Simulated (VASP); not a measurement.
The system is TaN.

```
CELL_PARAMETERS angstrom
3.04800 0.00000 0.00000
-1.52400 2.63965 0.00000
0.00000 0.00000 4.91800
ATOMIC_POSITIONS crystal
Ta 0.00000 0.00000 0.00000
Ta 0.00000 0.00000 0.50000
N 0.33333 0.66667 0.25000
N 0.66667 0.33333 0.75000
```

Base run:

| Item | Value |
| --- | --- |
| Program | VASP 6.6.1 |
| Functional | r2SCAN |
| Potentials or basis | VASP PAW PBE potentials, release 64 (Ta_pv, N) |
| Cutoff | 520 eV |
| k mesh | 7 × 7 × 4 |
| Occupations | gaussian, width 0.05 eV |
| Spin | collinear spin, antiferromagnetic start |
| Starting moments | [0.5, -0.5, 0.0, 0.0] μB |
| Hubbard terms | Ta d U = 6 eV |

Its results: band gap on the k mesh none (metal or under the smearing width); pressure 80.5 GPa; net moment 0.00 μB per cell.

Q: The run is repeated on the same cell with these changes: hubbard terms from Ta d U = 6 eV to Ta d U = 8 eV. What comes out?

A: Band gap on the k mesh none (metal or under the smearing width); pressure 89.8 GPa; net moment 0.00 μB per cell; site moments Ta +0.15, -0.15; N +0.00 μB.

Caveats: a pressure of tens of GPa on the cell as given is suspect, and the run, the potentials or the cell itself is likely at fault; the PAW data sets were made with another functional, which shifts forces and pressure a little.
